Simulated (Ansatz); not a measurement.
**Hf (Im-3m): compression over a wide range**

One table from this session's results is given with a row withheld; the runs are named, their logs left out.

Computed with Ansatz 0.2.0 (DFT r²SCAN, scalar-relativistic, plane waves, PAW, unless a step's input says otherwise).

**The system as given**

Symmetry: Im-3m, No. 229, cubic system. The conventional cell has a = 3.540 Å, b = 3.540 Å, c = 3.540 Å, α = 90.00°, β = 90.00°, γ = 90.00°. Hf (site symmetry m-3m) is surrounded by 8 Hf at 3.07 Å.

Coordinates:

```
CELL_PARAMETERS angstrom
-1.76980 1.76980 1.76980
1.76980 -1.76980 1.76980
1.76980 1.76980 -1.76980
ATOMIC_POSITIONS crystal
Hf 0.00000 0.00000 0.00000
```

This cell comes from an earlier session at r²SCAN: 22.173 Å³/atom at -0.14 GPa, on a 18×18×18 mesh.

The first run:

File input.yaml:

```yaml
crystal:
  lattice:
    - [-1.7458830264, 1.7458830264, 1.7458830264]
    - [1.7458830264, -1.7458830264, 1.7458830264]
    - [1.7458830264, 1.7458830264, -1.7458830264]
  atoms:
    - { symbol: Hf, position: [0.0, 0.0, 0.0] }
basis:
  ecutwfc: 500
  ecutrho_ratio: 4
kpoints:
  mp_grid: { grid: [18, 18, 18] }
hamiltonian:
  xc: r2scan
scf:
  occupations: { method: gaussian, width: 0.05 }
output:
  forces: true
  stress: true
  eigenvalues: true
```

Run with:

```sh
> ansatz run input.yaml --threads 1 --pin off --max-ram 2560MiB --backend cpu --events-out ev --progress --plain --runs-dir out
```

Steps of the session up to this table: Volume × 0.96; Volume × 1.04; Volume × 0.92; Volume × 0.88; Volume × 0.84; Volume × 0.8; Volume × 0.76; Volume × 0.72; Volume × 0.68; Volume × 0.64.

One of the session's tables, all rows but one given; the rest of the session is left out.

It belongs to the step «The curve». 

```
volume (Å³/atom)  energy above the lowest (meV/atom)  pressure (GPa)
          14.191                              1633.2            90.8
          15.078                              1190.1            70.1
          15.965                               845.5            55.2
          16.852                                   ?               ?
          17.739                               372.6            31.4
          18.626                               227.0            22.9
          19.513                               120.6            15.7
          20.400                                50.5             9.8
          21.287                                11.3             4.4
          22.173                                 0.0            -0.1
          23.060                                11.7            -4.0
```

Estimate the missing values for volume (Å³/atom) = 16.852.

Worked estimate for «energy above the lowest (meV/atom)». A straight line through the neighbours (15.965, 845.5) and (17.739, 372.6) gives 845.5 + (372.6 − 845.5) × (16.852 − 15.965) / (17.739 − 15.965) = 609.0; a parabola fitted to 4 rows on both sides gives 575.9.

**Answer.** energy above the lowest (meV/atom): 575.4; pressure (GPa): 42.4. In «energy above the lowest (meV/atom)» the line misses by +33.6 and the parabola by +0.5.

To keep in mind: The k mesh is not the same at all volumes. Other structures may be lower in enthalpy at these pressures.
